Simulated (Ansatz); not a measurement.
Al:

```
Al
1.0
     0.00000    2.02481    2.02481
     2.02481    0.00000    2.02481
     2.02481    2.02481    0.00000
Al
1
Direct
  0.00000 0.00000 0.00000
```

```yaml
Program: Ansatz 0.2.0
Task: relaxation of cell and atoms
Functional: HF
Potentials_or_basis: Ansatz PAW
Cutoff: "420 eV (not typed: the program's choice for these potentials)"
k_mesh: 6 × 6 × 6
Occupations: fermi-dirac, width 0.05 eV
Spin: no spin polarisation
```

At the start: volume 16.60 Å³/atom.

Question: Where does the relaxation end?

Answer: It ends after 5 steps and the volume is 17.62 Å³/atom (+6.1 %); space group Fm-3m (No. 225, to 0.05 Å).

The path:
```csv
step,energy change (eV),largest force (eV/Å),volume (Å³)
1,0.0000,0.0000,16.60
2,-0.0133,0.0000,17.77
3,-0.0136,0.0000,17.64
4,-0.0136,0.0000,17.62
5,-0.0141,0.0000,17.62
```

Final structure:
```
Al
1.0
     0.00000    2.06541    2.06541
     2.06541    0.00000    2.06541
     2.06541    2.06541    0.00000
Al
1
Direct
  0.00000 0.00000 0.00000
```

Caveat: the k mesh is coarse (spacing up to 0.45 Å⁻¹), so the values aren't converged, least of all with exact exchange; the plane-wave basis is chosen anew once the cell has moved, so the energies of steps on either side of that aren't comparable; the PAW data sets come from PBE, with cores solved anew for the run's functional, which leaves a small shift of forces and pressure.
